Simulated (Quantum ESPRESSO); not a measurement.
**As: phonons at X under several settings**

```xyz
1
Lattice="2.7037 0.0000 0.0000 0.0000 2.7037 0.0000 0.0000 0.0000 2.7037" Properties=species:S:1:pos:R:3 pbc="T T T"
As    1.3518    1.3518    1.3518
```

This isn't the form of As at room conditions, which is rhombohedral.

All runs used Quantum ESPRESSO 7.5; k mesh 10 × 10 × 10; relaxed cell; no spin polarisation; cutoff 612 eV; occupations cold, width 0.2 eV.

| level | potentials | volume (Å³/atom) | frequencies (cm⁻¹) |
| --- | --- | --- | --- |
| LDA | GBRV 1.5 LDA | ? | ? |
| PBE | GBRV 1.5 PBE | 20.33 | 57 65 65 |
| PBEsol | GBRV 1.5 PBEsol | 19.49 | 64 64 94 |
| AM05 | GBRV 1.5 PBE | 19.45 | 64 64 89 |
| PW91 | GBRV 1.5 PBE | 20.38 | 44 56 56 |
| WC | GBRV 1.5 PBE | 19.64 | 65 65 92 |
| vdW-DF-cx | GBRV 1.5 PBE | 19.80 | 70 70 96 |

Q: What stands in the row left open?

A: Volume 19.16 Å³/atom; frequencies 68 68 102 cm⁻¹.

Caveats: the mesh is thin for the phonons of a metal; the potentials were made for another functional, which shifts forces and pressure (some runs).

For the row left open. Caveat: the mesh is thin for the phonons of a metal.
